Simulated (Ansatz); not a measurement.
SnSe: opening a crack plane

SnSe, Pnma, a = 11.484 Å, b = 4.167 Å, c = 4.388 Å. Ansatz: PBE+D3(BJ), PAW, 420 eV, Γ-centred 8×8×3 mesh on 8 atoms, Gaussian smearing 0.05 eV; no spin polarisation. One cut on (100) per cell of 8 atoms is opened rigidly by x, between planes of Se+Sn and Se+Sn that stand 2.70 Å apart; y is the energy per area (18.287 Å², 1 eV/Å² = 16.02 J/m²).

```tsv
x (Å)	y (J/m²)
0.00	0.000
0.50	?
1.00	0.244
2.00	0.443
3.00	0.534
6.00	0.607
```

Question: Fit the universal binding curve y = W[1 − (1 + x/l) e^(−x/l)] to the other rows, give the peak stress, and predict the missing value.

Answer: Least squares gives W = 0.599 J/m² and l = 0.746 Å. The stress dy/dx peaks at x = l with W/(e l) = 3.0 GPa, for rigid faces. The last row already stands above W and still climbs, so W understates the work of separation. At x = 0.50: x/l = 0.670, y = 0.087 J/m². The run gave 0.098 J/m², so the fit is 0.011 J/m² too low, within twice the rms miss on the fitted rows (0.010 J/m²).

Cost: 6 runs of about 13 core-minutes in all, on Intel Xeon Processor @ 2.50GHz (Skylake/Cascade Lake) (shared hosts).